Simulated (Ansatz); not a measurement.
Reactions of FGeH$_{6}$NSi$_{2}$, SMILES `[F][Ge][N]([SiH3])[SiH3]`.

Computed with Ansatz on PBE0-D4/def2-TZVP structures; ΔE is electronic, products minus reactants. CCSD(T)/CBS is the MP2 limit (def2-TZVPP, def2-QZVPP) plus CCSD(T) − MP2 in def2-TZVPP, frozen cores. This one scheme is used for every species, atoms too. DFT in def2-TZVPP. No spin–orbit coupling; open shells (•) take unrestricted orbitals. Spin–orbit coupling would lower the free atoms: a little for F, Si; clearly for Ge. For Br, Ge, Mg outer-core shells are correlated without core-valence functions, so the limit isn't a true one: a few kJ/mol of doubt a bond, and 10 to 20 or more in all where bonds break to atoms. Scalar relativity is left out up to krypton. One conformer a species, not always the lowest.

```json
{"reaction": "`[F][Ge][N]([SiH3])[SiH3]` + H–F → `[F][Ge][F]` + `[SiH3]N[SiH3]`", "PBE-D4 (kcal/mol)": "-9.7", "LDA (SPW92) (kcal/mol)": "-8.6", "CCSD(T)/CBS(def2) (kcal/mol)": "-7.3"}
{"reaction": "`[F][Ge][N]([SiH3])[SiH3]` → F• + Ge• + 6 H• + N• + 2 Si•", "PBE-D4 (kcal/mol)": "849.4", "LDA (SPW92) (kcal/mol)": "955.4", "CCSD(T)/CBS(def2) (kcal/mol)": "853.7"}
{"reaction": "`[F][Ge][N]([SiH3])[SiH3]` + HBr → `[F][Ge][Br]` + `[SiH3]N[SiH3]`", "PBE-D4 (kcal/mol)": "-12.6", "LDA (SPW92) (kcal/mol)": "-10.6", "CCSD(T)/CBS(def2) (kcal/mol)": "-9.8"}
{"reaction": "`[F][Ge][N]([SiH3])[SiH3]` + H₂O → `[OH][Ge][F]` + `[SiH3]N[SiH3]`", "PBE-D4 (kcal/mol)": "-3.7", "LDA (SPW92) (kcal/mol)": "-3.9", "CCSD(T)/CBS(def2) (kcal/mol)": "-2.0"}
{"reaction": "`[F][Ge][N]([SiH3])[SiH3]` + `[SiH3][O][Mg][O][SiH3]` → `[F][Ge][O][SiH3]` + `[SiH3][O][Mg][N]([SiH3])[SiH3]`", "PBE-D4 (kcal/mol)": "6.9", "LDA (SPW92) (kcal/mol)": "8.0", "CCSD(T)/CBS(def2) (kcal/mol)": "8.3"}
{"reaction": "`[F][Ge][N]([SiH3])[SiH3]` + CH₃OH → `C[O][Ge][F]` + `[SiH3]N[SiH3]`", "PBE-D4 (kcal/mol)": "-4.4", "LDA (SPW92) (kcal/mol)": "-4.9", "CCSD(T)/CBS(def2) (kcal/mol)": "-3.4"}
{"reaction": "`[F][Ge][N]([SiH3])[SiH3]` + `CO[SiH]` → `C[O][Ge][F]` + `[SiH]N([SiH3])[SiH3]`", "PBE-D4 (kcal/mol)": "0.7", "LDA (SPW92) (kcal/mol)": "1.1", "CCSD(T)/CBS(def2) (kcal/mol)": "2.1"}
{"reaction": "`[F][Ge][N]([SiH3])[SiH3]` + `CNC` → `C[N](C)[Ge][F]` + `[SiH3]N[SiH3]`", "PBE-D4 (kcal/mol)": "-1.1", "LDA (SPW92) (kcal/mol)": "-2.7", "CCSD(T)/CBS(def2) (kcal/mol)": "-0.4"}
{"reaction": "`[F][Ge][N]([SiH3])[SiH3]` + `CS[Si]Cl` → `C[S][Ge][F]` + `[SiH3]N([SiH3])[Si]Cl`", "PBE-D4 (kcal/mol)": "-6.0", "LDA (SPW92) (kcal/mol)": "-6.3", "CCSD(T)/CBS(def2) (kcal/mol)": "-5.2"}
{"reaction": "`[F][Ge][N]([SiH3])[SiH3]` + `CC(C)(C)O` → `CC(C)(C)[O][Ge][F]` + `[SiH3]N[SiH3]`", "PBE-D4 (kcal/mol)": "-3.8", "LDA (SPW92) (kcal/mol)": "-3.6", "CCSD(T)/CBS(def2) (kcal/mol)": "-3.2"}
```

Largest T1 diagnostic: 0.015, for `CO[SiH]`.
